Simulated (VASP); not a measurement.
# SiC (Imm2) in VASP: settings compared

Aim: see how the results for SiC move with the level of theory and the settings. Levels: LDA, PBE. Tasks: relaxation of cell and atoms, electrostatic potential.

Program: VASP 6.6.1. These are calculated values, not measurements. Logs are shortened: lines on timing, memory, paths and dates and some standing lists are left out, and cuts for length are marked.

### 1 Starting point

Symmetry: Imm2, No. 44, orthorhombic system. The conventional cell has a = 2.673 Å, b = 3.464 Å, c = 4.899 Å, α = 90.00°, β = 90.00°, γ = 90.00°. Si (site symmetry mm2) has 2 C at 1.81 Å as nearest neighbours. C (site symmetry mm2) is surrounded by 2 Si at 1.81 Å.

Measurements of this composition are mostly on another form, of space group No. 186.

### 2 Relaxation of cell and atoms, LDA

The input, INCAR:

```
SYSTEM = SiC
PREC = Accurate ; ENCUT = 220
EDIFF = 1E-7 ; ISMEAR = 0
SIGMA = 0.02 ; LREAL = .FALSE.
LASPH = .TRUE. ; NELM = 100
ALGO = Normal ; ISIF = 3
LWAVE = .FALSE. ; LCHARG = .FALSE.
IBRION = 2 ; NSW = 60
EDIFFG = -0.02 ; LATTICE_CONSTRAINTS = .FALSE. .FALSE. .TRUE.
```

The input, KPOINTS:

```
Automatic mesh
0
G
  3 2 4
  0 0 0
```

The input, POSCAR:

```
SiC
1.0
    3.4640085065      0.0000000000      0.0000000000
    0.0000000000      4.8988478100      0.0000000000
    0.0000000000      0.0000000000      2.6725467806
Si C
2 2
Direct
    0.0000000000      0.0000000000      0.0000000000
    0.5000000000      0.5000000000      0.5000000000
    0.0000000000      0.2500000000      0.5000000000
    0.5000000000      0.7500000000      0.0000000000
```

Potentials or basis: VASP PAW LDA potentials, release 64 (Si, C).

Command:

```sh
$ cat potpaw_LDA.64/Si/POTCAR potpaw_LDA.64/C/POTCAR > POTCAR
$ mpirun -np 1 vasp_std > vasp.out
```

OUTCAR:

```text
SYSTEM = SiC
   PREC = Accurate
   ENCUT = 220
   EDIFF = 1E-7
   ISMEAR = 0
   LREAL = .FALSE.
   LASPH = .TRUE.
   NELM = 100
   ISIF = 3
   IBRION = 2
   NSW = 60
   EDIFFG = -0.02

 ion  position               nearest neighbor table
   1  0.000  0.000  0.000-   3 1.81   3 1.81   4 2.12   4 2.12
   2  0.500  0.500  0.500-   4 1.81   4 1.81   3 2.12   3 2.12
   3  0.000  0.250  0.500-   1 1.81   1 1.81   2 2.12   2 2.12
   4  0.500  0.750  0.000-   2 1.81   2 1.81   1 2.12   1 2.12

  LATTYP: Found a simple orthorhombic cell.
 ALAT       =     2.6725467806
 B/A-ratio  =     1.2961451345
 C/A-ratio  =     1.8330260280

  Lattice vectors:

 A1 = (   0.0000000000,   0.0000000000,   2.6725467806)
 A2 = (   3.4640085065,   0.0000000000,   0.0000000000)
 A3 = (   0.0000000000,   4.8988478100,   0.0000000000)

Analysis of symmetry for initial positions (statically):
=====================================================================
 Subroutine PRICEL returns following result:

  LATTYP: Found a body centered orthorhombic cell.
 ALAT       =     2.6725467806
 B/A-ratio  =     1.2961451345
 C/A-ratio  =     1.8330260280

  Lattice vectors:

 A1 = (  -1.7320042533,  -2.4494239050,  -1.3362733903)
 A2 = (   1.7320042533,  -2.4494239050,   1.3362733903)
 A3 = (  -1.7320042533,   2.4494239050,   1.3362733903)

   2 primitive cells build up your supercell.

 Routine SETGRP: Setting up the symmetry group for a
 simple orthorhombic supercell.

 Subroutine GETGRP returns: Found  4 space group operations
 (whereof  4 operations were pure point group operations)
 out of a pool of  8 trial point group operations.

The static configuration has the point symmetry C_2v.

Analysis of symmetry for dynamics (positions and initial velocities):
=====================================================================
 Subroutine PRICEL returns following result:

  LATTYP: Found a body centered orthorhombic cell.
 ALAT       =     2.6725467806
 B/A-ratio  =     1.2961451345
 C/A-ratio  =     1.8330260280

  Lattice vectors:

 A1 = (  -1.7320042533,  -2.4494239050,  -1.3362733903)
 A2 = (   1.7320042533,  -2.4494239050,   1.3362733903)
 A3 = (  -1.7320042533,   2.4494239050,   1.3362733903)

   2 primitive cells build up your supercell.

 Routine SETGRP: Setting up the symmetry group for a
 simple orthorhombic supercell.

 Subroutine GETGRP returns: Found  4 space group operations
 (whereof  4 operations were pure point group operations)
 out of a pool of  8 trial point group operations.

The dynamic configuration has the point symmetry C_2v.

 Subroutine INISYM returns: Found  4 space group operations
 (whereof  4 operations are pure point group operations),
 and found     2 'primitive' translations

----------------------------------------------------------------------------------------

                                     Primitive cell

  volume of cell :      22.6761

  direct lattice vectors                    reciprocal lattice vectors
    -1.732004253 -2.449423905 -1.336273390    -0.288682894 -0.204129632  0.000000000
     1.732004253 -2.449423905  1.336273390    -0.000000000 -0.204129632  0.374174928
    -1.732004253  2.449423905  1.336273390    -0.288682894  0.000000000  0.374174928

  length of vectors
     3.284074112  3.284074112  3.284074112     0.353562894  0.426234423  0.472593578

  position of ions in fractional coordinates (direct lattice)
     0.000000000  0.000000000  0.000000000
     0.750000000  0.250000000  0.500000000

  ion indices of the primitive-cell ions
   primitive index   ion index
                 1           1
                 2           3

----------------------------------------------------------------------------------------

 KPOINTS: Automatic mesh

Automatic generation of k-mesh.
 Grid dimensions read from file:
 generate k-points for:    3    2    4

 Generating k-lattice:

  Cartesian coordinates                     Fractional coordinates (reciprocal lattice)
     0.096227631  0.000000000  0.000000000     0.333333333  0.000000000  0.000000000
     0.000000000  0.102064816  0.000000000     0.000000000  0.500000000  0.000000000
     0.000000000  0.000000000  0.093543732     0.000000000  0.000000000  0.250000000

  Length of vectors
     0.096227631  0.102064816  0.093543732

  Shift w.r.t. Gamma in fractional coordinates (k-lattice)
     0.000000000  0.000000000  0.000000000

 Subroutine IBZKPT returns following result:
 ===========================================

 Found     12 irreducible k-points:

 Following reciprocal coordinates:
            Coordinates               Weight
  0.000000  0.000000  0.000000      1.000000
  0.333333  0.000000  0.000000      2.000000
  0.000000  0.500000  0.000000      1.000000
  0.333333  0.500000  0.000000      2.000000
  0.000000  0.000000  0.250000      2.000000
  0.333333  0.000000  0.250000      4.000000
  0.000000  0.500000  0.250000      2.000000
  0.333333  0.500000  0.250000      4.000000
  0.000000  0.000000  0.500000      1.000000
  0.333333  0.000000  0.500000      2.000000
  0.000000  0.500000  0.500000      1.000000
  0.333333  0.500000  0.500000      2.000000
   k-points           NKPTS =     12   k-points in BZ     NKDIM =     12   number of bands    NBANDS=     12
   number of dos      NEDOS =    301   number of ions     NIONS =      4
   total plane-waves  NPLWV =   6048
   dimension x,y,z NGX =    18 NGY =   24 NGZ =   14
   dimension x,y,z NGXF=    36 NGYF=   48 NGZF=   28
   ions per type =               2   2
   NGX,Y,Z   is equivalent  to a cutoff of   8.64,  8.14,  8.71 a.u.
   NGXF,Y,Z  is equivalent  to a cutoff of  17.28, 16.29, 17.42 a.u.
 SYSTEM =  SiC
   PREC   = accura    normal or accurate (medium, high low for compatibility)
   ISTART =      0    job   : 0-new  1-cont  2-samecut
   ICHARG =      2    charge: 1-file 2-atom 10-const
   ISPIN  =      1    spin polarized calculation?
   LNONCOLLINEAR =      F non collinear calculations
   LSORBIT =      F    spin-orbit coupling
   LASPH  =      T    aspherical Exc in radial PAW
   ENCUT  =  220.0 eV  16.17 Ry    4.02 a.u.   4.19  5.92  3.23*2*pi/ulx,y,z
   NELM   =    100;   NELMIN=  2; NELMDL= -5     # of ELM steps
   EDIFF  = 0.1E-06   stopping-criterion for ELM
   LREAL  =      F    real-space projection
   EDIFFG = -.2E-01   stopping-criterion for IOM
   NSW    =     60    number of steps for IOM
   IBRION =      2    ionic relax: 0-MD 1-quasi-New 2-CG
   NFREE  =      1    steps in history (QN), initial steepest desc. (CG)
   ISIF   =      3    stress and relaxation
   ISYM   =      2    0-nonsym 1-usesym 2-fastsym
   POTIM  = 0.5000    time-step for ionic-motion
   TEBEG  =    0.0;   TEEND  =   0.0 temperature during run
   PSTRESS=    0.0 pullay stress
   NELECT =      16.0000    total number of electrons
   NUPDOWN=      -1.0000    fix difference up-down
   EMIN   =  10.00;   EMAX   =-10.00  energy-range for DOS
   EFERMI =   0.00;   METHOD = LEGACY
   ISMEAR =     0;   SIGMA  =   0.02  broadening in eV -4-tet -1-fermi 0-gaus
   EFERMI_NEDOS =   21; number of points for ismear=-14 and -15
   IALGO  =     38    algorithm
   IMIX   =      4    mixing-type and parameters
     AMIX     =   0.40;   BMIX     =  1.00
     AMIX_MAG =   1.60;   BMIX_MAG =  1.00
  volume/ion in A,a.u.               =      11.34        76.51
  Fermi-wavevector in a.u.,A,eV,Ry     =   1.156775  2.185987 18.206330  1.338128
  Thomas-Fermi vector in A             =   2.293392
   LORBIT       =      0    0 simple, 1 ext, 2 COOP (PROOUT), +10 PAW based schemes
   GGA     = CA    functional components
   LHFCALC =     F    Hartree Fock is set to
   AEXX    =    0.0000 exact exchange contribution
   IVDW    =     0    specifies the selected vdW correction
   LEPSILON=     F    determine dielectric tensor
   LRPA    =     F    only Hartree local field effects (RPA)
 conjugate gradient relaxation of ions
 non-spin polarized calculation
 Gauss-broadening in eV      SIGMA  =   0.02
  energy-cutoff  :      220.00
  volume of cell :       45.35
 maximum number of plane-waves:       350
 NGX is ok and might be reduce to    18
   NGX =  9   NGY = 11   NGZ =  7

--------------------------------------- Ionic step        1  -------------------------------------------

 number of electron      16.0000008 magnetization

 Free energy of the ion-electron system (eV)
  ---------------------------------------------------
  ext. energy  EPLUGINS =         0.00000000
  ---------------------------------------------------
  free energy    TOTEN  =       -30.11176455 eV

  energy without entropy =      -30.11176455  energy(sigma->0) =      -30.11176455

------------------------ aborting loop because EDIFF is reached ----------------------------------------

  FORCE on cell =-STRESS in cart. coord.  units (eV):
  Direction    XX          YY          ZZ          XY          YZ          ZX
  --------------------------------------------------------------------------------------
  -------------------------------------------------------------------------------------
  Total      -19.8537085    -17.4481753     12.7524827      0.0000000      0.0000000      0.0000000
  in kB     -701.3810200   -616.3996526    450.5127755      0.0000000      0.0000000      0.0000000
  external PRESSURE =    -289.0892990 kB  Pullay stress =       0.0000000 kB
[... 289 lines left out ...]
  energy  without entropy=      -30.5396544656  energy(sigma->0) =      -30.53965447

--------------------------------------- Ionic step        9  -------------------------------------------

 number of electron      15.9999998 magnetization

 Free energy of the ion-electron system (eV)
  ---------------------------------------------------
  ext. energy  EPLUGINS =         0.00000000
  ---------------------------------------------------
  free energy    TOTEN  =       -30.53967933 eV

  energy without entropy =      -30.53967933  energy(sigma->0) =      -30.53967933

 E-fermi :   7.8898     XC(G=0): -10.9403

 val. band max:        7.7597759727   @ k =   0.3333   0.0000   0.0000
 cond. band min:       8.0632932745   @ k =   0.0000   0.0000   0.0000
 fundamental gap:      0.3035173018
 Fermi energy:         7.8897625268

 k-point     1 :       0.0000    0.0000    0.0000
  band No.  band energies     occupation
      1      -7.9364      2.00000
      2      -4.2269      2.00000
      3      -1.6414      2.00000
      4       2.8594      2.00000
      5       5.8997      2.00000
      6       6.0390      2.00000
      7       6.1687      2.00000
      8       7.3599      2.00000
      9       8.0633      0.00000
     10       8.7825      0.00000
     11      10.7609      0.00000
     12      12.8145      0.00000
[... 194 lines left out ...]
  FREE ENERGIE OF THE ION-ELECTRON SYSTEM (eV)
  ---------------------------------------------------
  free  energy   TOTEN  =       -30.5396793307 eV

  energy  without entropy=      -30.5396793307  energy(sigma->0) =      -30.53967933

 reached required accuracy - stopping structural energy minimisation
```

Wall time 6.5 s (1 thread of Intel Xeon Platinum 8488C (Sapphire Rapids), shared host); peak memory 0.11 GiB.

The run converged, but a check on its numbers failed (symmetry, net force, bounds or a known fault of this set-up), so they aren't taken as properties of the crystal.

Caveat: the k mesh is coarse (spacing up to 0.64 Å⁻¹), so the values aren't converged; the cutoff lies under the usual one of these potentials, so the numbers hold a large basis-set error; a pressure of tens of GPa on the cell as given is suspect, and the run, the potentials or the cell itself is likely at fault; an odd mesh through Γ misses points on the zone boundary, where band edges often lie.

(Continued in part 2 of 2.)
